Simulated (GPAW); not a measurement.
Crystal: B.

```xyz
1
Lattice="2.3461 0.0000 0.0000 0.0000 2.3461 0.0000 0.0000 0.0000 1.5858" Properties=species:S:1:pos:R:3 pbc="T T T"
B     1.1731    1.1731    0.7929
```

The cell was built by a generator and needn't be a form met in nature.

| Item | Value |
| --- | --- |
| Program | GPAW 26.7.0 |
| Task | relaxation of cell and atoms |
| Functional | revPBE |
| Dispersion | D4 |
| Potentials or basis | the program's PAW data sets (release 1.2.1) made for this functional |
| Cutoff | 800 eV |
| Basis | pw |
| k mesh | 11 × 11 × 16 |
| Occupations | fermi-dirac, width 0.05 eV |
| Spin | no spin polarisation |

At the start: pressure 7.9 GPa; volume 8.73 Å³/atom.

Task: How do energy, volume and symmetry change on relaxing?

Result: Over 3 steps the energy falls by 7.7 meV/atom and the volume is 8.88 Å³/atom (+1.8 %); space group P4/mmm (No. 123, to 0.05 Å).

The path:
```tsv
step	energy change (eV)	largest force (eV/Å)	pressure (GPa)	volume (Å³)
1	0.0000	0.0000	7.91	8.73
2	-0.0077	0.0000	-0.33	8.89
3	-0.0077	0.0000	0.00	8.88
```

Final structure:
```yaml
crystal:
  lattice:
    - [2.37120, 0.00000, 0.00000]
    - [0.00000, 2.37120, 0.00000]
    - [0.00000, 0.00000, 1.58020]
  atoms:
    - { symbol: B, position: [0.50000, 0.50000, 0.50000] }
```

Caveat: later steps reuse the first step's grids; pairwise dispersion overbinds metals, which lowers pressure and volume.
